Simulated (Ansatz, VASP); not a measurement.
# One calculation of YbH3, two programs

```
CELL_PARAMETERS angstrom
0.00000 2.54072 2.54072
2.54072 0.00000 2.54072
2.54072 2.54072 0.00000
ATOMIC_POSITIONS crystal
Yb 0.00000 0.00000 0.00000
H 0.75000 0.75000 0.75000
H 0.25000 0.25000 0.25000
H 0.50000 0.50000 0.50000
```

Alike in both runs: functional PBE; k mesh 6 × 6 × 6; occupations gaussian, width 0.1 eV; no spin polarisation.

Ansatz relaxed the structure, and its values are those at the end. VASP's run is a single point on that final structure, the one shown.

|  | VASP | Ansatz |
| --- | --- | --- |
| version | VASP 6.6.1 | Ansatz 0.2.0 |
| potentials or method | VASP PAW PBE potentials, release 64 (Yb, H) | scalar-relativistic, plane waves, PAW |
| plane-wave cutoff (eV) | 520 | 420 |
| valence electrons in the cell | 27 | 27 |

VASP gave:

```
gap on the k mesh at the Fermi level (eV) : none
pressure (GPa)                            : 0.1
```

Question: What did Ansatz give for the same quantities?

Answer: gap on the k mesh at the Fermi level (eV): none; pressure (GPa): 0.0.

A gap of «none» marks a metal or a gap that the smearing closes.

Caveats: without U or exact exchange the open f shell lies at the Fermi level, which spoils levels, moments and volumes. Spin polarisation is off, so any magnetic state and its effect on volume and gap are missing. Spin-orbit coupling is left out, which matters for the levels of Yb.
